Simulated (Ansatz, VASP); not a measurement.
**Two plane-wave programs on Eu**

```
CELL_PARAMETERS angstrom
4.56523 0.00000 0.00000
0.00000 4.56523 0.00000
0.00000 0.00000 4.56523
ATOMIC_POSITIONS crystal
Eu 0.00000 0.00000 0.00000
Eu 0.50000 0.50000 0.50000
```

Alike in both runs: task single point; functional PBE; k mesh 3 × 3 × 3; occupations gaussian, width 0.05 eV; collinear spin; Hubbard terms Eu f U = 6.0 eV.

|  | VASP | Ansatz |
| --- | --- | --- |
| version | VASP 6.6.1 | Ansatz 0.2.0 |
| potentials or method | VASP PAW PBE potentials, release 64 (Eu) | scalar-relativistic, plane waves, PAW |
| plane-wave cutoff (eV) | 520 | 420 |
| valence electrons in the cell | 34 | 34 |

|  | VASP | Ansatz | Ansatz less VASP |
| --- | --- | --- | --- |
| gap on the k mesh at the Fermi level (eV) | none | none | - |
| pressure (GPa) | -0.2 | -0.4 | -0.18 |
| net moment per atom (μB) | 7.26 | 7.26 | 0.000 |
| size of the moment on the site where the two differ most (μB) | 6.80 | 7.11 | +0.310 |

Site moments also hang on the region over which each program counts them. The programs project onto different local orbitals, so the same U acts differently. A gap of «none» marks a metal or a gap that the smearing closes. Ansatz warned: «filled_band_counts_differ_across_k_points».

Caveats: the k mesh is coarse (spacing up to 0.46 Å⁻¹), so the values aren't converged; spin-orbit coupling is left out, which moves the levels of the heavy elements. The state reached can hang on the start; a lower one may exist.
